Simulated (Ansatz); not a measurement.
Runs of Ansatz 0.2.0 on S. It takes space group R-3 (No. 148, trigonal). Conventional cell: a = 10.818 Å, b = 10.818 Å, c = 4.280 Å, α = 90.00°, β = 90.00°, γ = 120.00°. Around S (site symmetry 1) lie 2 S at 2.06 Å. This isn't the form of S at room conditions, which is orthorhombic, of S8 rings.

```csv
cell,target pressure (GPa),gap on the mesh (eV),pressure (GPa)
relaxed to 30 GPa,30,0.32,30.0
relaxed to 20 GPa,20,0.77,20.0
relaxed to 10 GPa,10,1.31,10.0
relaxed to 2 GPa,2,(b),2.0
relaxed to 5 GPa,5,(a),5.0
```

Alike in all rows: task relaxation of cell and atoms; level PBEsol; potentials or basis Ansatz PAW; no spin polarisation; k mesh 7 × 7 × 7; cutoff (eV) 420; smearing fermi-dirac 0.05 eV.

**Question.** Fill in the values left out.

**Answer.** (a) 1.55; (b) 1.75.

Caveats: odd divisions of the mesh miss points on the zone boundary, where band edges often lie, so the gap on the mesh can be too wide; the plane-wave basis is chosen anew once the cell has moved, so the energies of steps on either side of that aren't comparable; the PAW data sets come from PBE, with cores solved anew for the run's functional, which leaves a small shift of forces and pressure.

A k mesh can miss the band edges.
